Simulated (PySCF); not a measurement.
C3H4N2.
SMILES: `c1c[nH]cn1`

Computed, not measured: TDDFT wB97X-D/def2-SVPD, vertical, gas phase, core orbitals frozen in the response in PySCF. Geometry: GFN2-xTB; no solvent, vibrations or thermal averaging.

```csv
state,E (eV),ν̃ (cm⁻¹),f,|μ| (D),"main configurations (H = HOMO, L = LUMO)"
S1,6.60,53240,0.0024,0.31,H→L (97%)
S2,6.76,54500,0.165,2.54,H→L+1 (91%)
S3,6.76,54510,0.0052,0.45,H-1→L+1 (93%)
S4,7.36,59340,0.025,0.94,"H→L+4 (62%), H-2→L+1 (34%)"
S5,7.56,60940,0.043,1.22,"H→L+2 (75%), H→L+3 (21%)"
S6,7.75,62500,0.0048,0.40,H-1→L+4 (93%)
S7,7.83,63160,0.0031,0.32,"H→L+3 (73%), H→L+2 (21%)"
S8,8.10,65340,0.030,0.98,"H-1→L (86%), H-1→L+3 (8%)"
```

Triplets (Tamm–Dancoff): T1 4.71 eV, H→L+1 (93%); T2 5.87 eV, H→L+4 (84%), H-2→L+1 (10%); T3 6.16 eV, H-1→L+1 (68%), H-1→L+4 (30%).

The lowest singlet lies at 6.60 eV (188 nm, vacuum ultraviolet) and is very weak; its leading configuration is HOMO→LUMO (97%). The most intense listed level is S2 at 6.76 eV (183 nm, f = 0.165), 0.16 eV above S1. S2/S3 lie within about 0.01 eV of each other. Löwdin shares by element: HOMO carbon 75%, nitrogen 10% or more (atoms not listed hold the other 16%); LUMO carbon 39% or more, hydrogen 30% or more, nitrogen 10% or more (atoms not listed hold the other 21%). The listed states span 1.50 eV, and the widest gap between neighbours is 0.60 eV (S3 to S4). The oscillator strengths of these states sum to 0.278; summed over the whole spectrum of an exact calculation they would give the number of electrons, 36 (Thomas–Reiche–Kuhn). Of the 8 states listed, 4 reach f = 0.01 and none stays under 0.0005. No computed singlet lies in the visible range (380 to 750 nm); the lowest, at 188 nm, stands 3.34 eV above its violet end (3.26 eV). Singlets were solved by full linear response, triplets in the Tamm–Dancoff approximation.

Hardware: one thread of an Arm Neoverse V2 (shared host). Cost: 8.3 s wall.
